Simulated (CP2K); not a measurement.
Runs of CP2K 2026.2 on CoO. The structure is cubic, space group Fm-3m (No. 225). The conventional cell has a = 4.263 Å, b = 4.263 Å, c = 4.263 Å, α = 90.00°, β = 90.00°, γ = 90.00°. Around Co (site symmetry m-3m) lie 6 O at 2.13 Å. Around O (site symmetry m-3m) lie 6 Co at 2.13 Å. 

```csv
level,cutoff of the non-local correlation (Ry),pressure (GPa),moment (μB)
PBEsol,-,-9.1,3.00
PBE,-,-0.3,2.99
rev-vdW-DF2,300,(a),2.97
LDA,-,-15.9,3.00
```

Alike in all rows: task atomic charges; potentials or basis POTENTIAL_UZH Co GTH-PBE-q17, O GTH-PBE-q6; TZVP-MOLOPT-PBE-GTH basis; spin collinear, ferromagnetic start; cell as given; k mesh 11 × 11 × 11; smearing fermi-dirac 0.05 eV.

Task: Fill in the values left out.

Result: (a) -4.3.

Caveats: the basis of atomic orbitals isn't converged, which shifts pressures, moduli and gaps; the total moment is fixed, so each spin has its own Fermi level; a cell with one magnetic atom can't hold antiferromagnetic order, which such compounds often take; the potentials were made for another functional, which shifts forces and pressure (some runs).
